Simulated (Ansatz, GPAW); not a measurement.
**Cu: programs and potentials compared**

```xyz
1
Lattice="0.0000 1.8075 1.8075 1.8075 0.0000 1.8075 1.8075 1.8075 0.0000" Properties=species:S:1:pos:R:3 pbc="T T T"
Cu    0.0000    0.0000    0.0000
```

Alike in all runs: task single point; functional PBE; k mesh 13 × 13 × 13; occupations gaussian, width 0.025 eV; no spin polarisation; no spin-orbit coupling. Pressure is positive in compression and, in plane waves, holds the error of the finite cutoff, which Ansatz's Pulay term estimates and takes out.

```json
{"program and potentials": "Ansatz, Ansatz PAW", "plane-wave cutoff (eV)": "420", "notes": "19 valence electrons an atom on average; Pulay term of +0.13 GPa included", "pressure (GPa)": "1.68"}
{"program and potentials": "GPAW, GPAW PAW data sets (gpaw-data 1.2.1)", "plane-wave cutoff (eV)": "600", "notes": "11 valence electrons an atom on average", "pressure (GPa)": "3.07"}
{"program and potentials": "Ansatz, all-electron LAPW, scalar-relativistic", "plane-wave cutoff (eV)": "-", "notes": "-", "pressure (GPa)": "1.65"}
```

The pressure spans 1.65 (Ansatz, all-electron LAPW, scalar-relativistic) to 3.07 GPa (GPAW, GPAW PAW data sets (gpaw-data 1.2.1)), with all-electron results at 1.65.

Differences between rows come from potentials, basis sets and numerical settings, since the functional is the same but for its coding. Runs on potential files found faulty are left out.
